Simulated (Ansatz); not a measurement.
The calculation used Ansatz, DFT PBE, scalar-relativistic, plane waves, PAW. All cells share a 420 eV cutoff and Γ-centred k meshes spaced at most about 0.3 Å⁻¹ (about 0.25 or finer for metals, 2π included). No spin polarisation.

These are static total energies at zero pressure.

Two forms of Ca3O2 were relaxed alike.

A.

```
Ca O
1.0
     2.30028   -6.87965    0.00000
     2.30028    6.87965    0.00000
     0.00000    0.00000    4.17821
Ca O
3 2
Cartesian
  2.3003 2.3804 2.0891
  2.3003 -2.3804 2.0891
  0.0000 0.0000 2.0891
  2.3003 -4.6152 2.0891
  2.3003 4.6152 2.0891
```

B.

```
Ca O
1.0
     1.74443    1.00714    8.81736
    -1.74443    1.00714    8.81736
     0.00000   -2.01429    8.81736
Ca O
3 2
Direct
  0.00000 0.00000 0.00000
  0.22873 0.22873 0.22873
  0.77126 0.77126 0.77126
  0.38585 0.38585 0.38585
  0.61415 0.61415 0.61415
```

Question: Which form is favoured at zero pressure, and by what margin per atom?

Answer: B is lower, by 290 meV/atom. A has space group Cmmm (No. 65), 26.4 Å³/atom and no gap on its mesh; B has the anti-tetradymite type, space group R-3m (No. 166), 18.6 Å³/atom and no gap. Counting O atoms around Ca (those within 1.25 times the shortest such distance or 1.15 times the sum of covalent radii; a slash parts the counts of unlike sites), A has Ca 2/3 and B has Ca 3/6. The denser one is the lower, and pressure would at first widen the difference. Both come from invented guesses.

A magnetic state wasn't ruled out in cells without spin, among them Cmmm, R-3m. Cells relaxed within their symmetry can be saddle points.
